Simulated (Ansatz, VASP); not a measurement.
## Two plane-wave programs on Ca

```xyz
2
Lattice="3.7742 0.0000 0.0000 -1.8871 3.2686 0.0000 0.0000 0.0000 6.2203" Properties=species:S:1:pos:R:3 pbc="T T T"
Ca    0.0000    2.1790    1.5551
Ca    1.8871    1.0895    4.6653
```

Alike in both runs: functional LDA; k mesh 10 × 10 × 6; occupations fermi-dirac, width 0.1 eV; no spin polarisation.

Ansatz relaxed the structure, and its values are those at the end. VASP's run is a single point on that final structure, the one shown.

|  | VASP | Ansatz |
| --- | --- | --- |
| version | VASP 6.6.1 | Ansatz 0.2.0 |
| potentials or method | VASP PAW LDA potentials, release 64 (Ca_sv) | PAW with Ansatz's default frozen-core files, scalar-relativistic |
| plane-wave cutoff (eV) | 520 | 420 |
| valence electrons in the cell | 20 | 20 |

```tsv
	VASP	Ansatz	Ansatz less VASP
pressure (GPa)	0.0	0.0	-0.01
```
